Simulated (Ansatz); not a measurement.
**Convergence of TlBr**

```
CELL_PARAMETERS angstrom
3.97000 0.00000 0.00000
0.00000 3.97000 0.00000
0.00000 0.00000 3.97000
ATOMIC_POSITIONS crystal
Tl 0.00000 0.00000 0.00000
Br 0.50000 0.50000 0.50000
```

Atom numbers follow the list: Tl1, Br2.

The cell is COD entry 9008793, as deposited and not checked against the literature; nothing was relaxed. It is an old determination, and later ones may differ.

Spin–orbit coupling is left out, though it moves levels of the heavy atoms by tenths of an eV or more.

The calculation used DFT, PBE, all-electron LAPW, scalar-relativistic (Ansatz 0.2.0).

Sampling and basis: a Γ-centred 8×8×8 k mesh, Fermi–Dirac smearing of 0.03 eV, basis error target 1 meV/atom, no spin polarisation. One setting is then changed at a time.

```
LAPW cutoff (eV)  free energy less the base's (meV/atom)  P (GPa)  gap on the mesh (eV)
      137 (base)                                     0.0     1.43                 1.836
              90                                     4.9     1.46                 1.836
             120                                     0.4     1.43                 1.836
             180                                    -0.2     1.43                 1.836
             320                                    -0.2     1.43                 1.836
```
